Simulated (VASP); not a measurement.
Input:

```
ZnTe
1.0
    0.00000     3.05000     3.05000
    3.05000     0.00000     3.05000
    3.05000     3.05000     0.00000
Zn Te
1 1
Direct
  0.00000   0.00000   0.00000
  0.25000   0.25000   0.25000
```

The numbers are results of PBE GGA + U (Dudarev), VASP's PBE PAW potentials (set 64) (plane waves; VASP), not measurements. Numerical set-up: 400 eV cut-off, 7×7×7 Γ-centred mesh, Gaussian smearing of 0.050 eV, potentials Zn Te, U − J: Zn 3.00 eV.

Q: Give the stress tensor in GPa (positive for a compressed cell).

A: 
```
1.47  0.00  0.00
0.00  1.47  0.00
0.00  0.00  1.47
```
The pressure is its mean diagonal, 1.47 GPa.

The compound is ZnTe in the zinc blende structure. The cell was not relaxed at this level. The run is one of a series of settings (LDAU = .TRUE., LDAUJ = 0 0, LDAUL = 2 -1, LDAUTYPE = 2, LDAUU = 3.0 0 against the base run), some of them coarse on purpose.
